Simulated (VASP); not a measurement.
CO2:

```
O C
1.0
     2.63591   -2.38738    0.00000
     2.63591    2.38738    0.00000
     0.00000    0.00000    6.58717
O C
4 2
Cartesian
  2.6359 0.9239 4.0060
  2.6359 -0.9239 2.5811
  2.6359 1.4635 0.7124
  2.6359 -1.4635 5.8747
  2.6359 0.0000 3.2936
  0.0000 0.0000 0.0000
```

The cell comes from a database or a generator and needn't be the stable form of this composition.

| Property | Result |
| --- | --- |
| Program | VASP 6.6.1 |
| Task | relaxation of cell and atoms |
| Functional | LDA |
| Potentials or basis | VASP PAW LDA potentials, release 64 (O, C) |
| Cutoff | 600 eV |
| k mesh | 8 × 8 × 4 |
| Occupations | gaussian, width 0.02 eV |
| Spin | no spin polarisation |

At the start: pressure -1.1 GPa; volume 13.82 Å³/atom.

Q: How do energy, volume and symmetry change on relaxing?

A: Over 39 steps the energy falls by 12.3 meV/atom and the volume is 11.94 Å³/atom (-13.6 %); space group Cmce (No. 64, to 0.05 Å).

The path:
```tsv
step	energy change (eV)	largest force (eV/Å)	pressure (GPa)	volume (Å³)
1	0.0000	0.1674	-1.07	82.91
2	-0.0097	0.2898	-2.38	81.80
3	-0.0116	0.5764	-3.22	81.09
4	-0.0130	0.5718	-3.19	80.95
5	-0.0172	0.5569	-3.13	80.52
6	-0.0253	0.5265	-2.99	79.67
7	-0.0399	0.4637	-2.66	77.99
8	-0.0621	0.3284	-1.81	74.69
9	-0.0628	0.0216	0.85	68.38
10	-0.0713	0.1618	-0.64	71.71
11	-0.0714	0.1472	-0.51	71.39
12	-0.0719	0.0277	0.02	71.64
13	-0.0719	0.0091	-0.04	71.61
14	-0.0719	0.0094	-0.04	71.60
15	-0.0720	0.0113	-0.02	71.56
16	-0.0722	0.0148	0.01	71.47
17	-0.0726	0.0221	0.08	71.31
18	-0.0729	0.0377	0.22	70.99
19	-0.0730	0.0351	-0.01	70.99
20	-0.0730	0.0246	0.03	70.99
21	-0.0730	0.0284	0.02	70.99
22	-0.0732	0.0408	-0.03	71.01
23	-0.0734	0.0660	-0.12	71.04
24	-0.0734	0.0361	-0.01	71.04
25	-0.0735	0.0196	0.15	71.03
26	-0.0735	0.0203	0.15	71.04
27	-0.0736	0.0225	0.15	71.07
28	-0.0736	0.0274	0.16	71.13
29	-0.0737	0.0381	0.18	71.25
30	-0.0738	0.0258	-0.03	71.31
31	-0.0738	0.0219	0.00	71.30
32	-0.0738	0.0215	-0.01	71.31
33	-0.0738	0.0208	-0.02	71.35
34	-0.0739	0.0195	-0.04	71.42
35	-0.0740	0.0182	-0.08	71.56
36	-0.0740	0.0232	-0.17	71.84
37	-0.0740	0.0190	-0.10	71.65
38	-0.0737	0.1502	0.48	71.59
39	-0.0741	0.0079	-0.02	71.64
```

Final structure:
```yaml
crystal:
  lattice:
    - [2.54066, -2.29188, 0.00000]
    - [2.54066, 2.29188, 0.00000]
    - [0.00000, 0.00000, 6.15142]
  atoms:
    - { symbol: O, position: [0.29316, 0.70684, 0.61059] }
    - { symbol: O, position: [0.70684, 0.29316, 0.38941] }
    - { symbol: O, position: [0.20684, 0.79316, 0.11059] }
    - { symbol: O, position: [0.79316, 0.20684, 0.88941] }
    - { symbol: C, position: [0.50000, 0.50000, 0.50000] }
    - { symbol: C, position: [0.00000, 0.00000, 0.00000] }
```

Caveat: the standard files for N, O and F lose accuracy on very short bonds.
